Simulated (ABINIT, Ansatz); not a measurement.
Planning a run of Ansatz 0.2.0 on AlN (P6_3mc). The input:

```yaml
crystal:
  lattice:
    - [3.113, 0.0, 0.0]
    - [-1.5565, 2.695937082, 0.0]
    - [0.0, 0.0, 4.981]
  atoms:
    - { symbol: Al, position: [0.3333333333, 0.6666666667, 0.0] }
    - { symbol: Al, position: [0.6666666667, 0.3333333333, 0.5] }
    - { symbol: "N", position: [0.3333333333, 0.6666666667, 0.38] }
    - { symbol: "N", position: [0.6666666667, 0.3333333333, 0.88] }
kpoints:
  mp_grid: { grid: [9, 9, 4] }
hamiltonian:
  xc: lda
scf:
  occupations: { method: fixed }
dielectric: {}
```

The database entry behind the starting cell differs from later determinations by our own check (inner coordinate u about 0.002 short), so it need not match the best structure at ambient conditions.

```sh
ansatz run input.yaml --threads 1 --pin off --max-ram 1382MiB --backend cpu --events-out ev --progress --plain --runs-dir out
```

Question: Estimate wall time and host memory on 1 thread of Arm Neoverse V1, shared host.

It took 46 s; on shared hardware allow 23 s to 92 s. Peak host memory was 0.45 GiB.

[Paths, hosts, dates, memory and timing lines, banners, echoed tables and standing remarks are left out of the program output.]

[Logs are printed without paths, hosts, clocks, repeated set-up lines and the standing remarks that a program may print on its own settings, such as how far it seeks lower states.]

[Runs of the session that timed out or met a known fault of the program may be left out.]

[Hosts, paths, dates, database ids (printed as entryN), source tags and the programs' standing remarks are cut or masked in the printed files.]

[G0W0 gaps are taken among the corrected bands and points alone; a level outside them can change the order at an edge.]

[Where Ansatz stands beside ABINIT at settings called matched, ABINIT's density can come from a denser mesh and the files from another edition; pairs whose starting gaps differed by over 0.03 eV were left out, so agreement reads better than it is.]
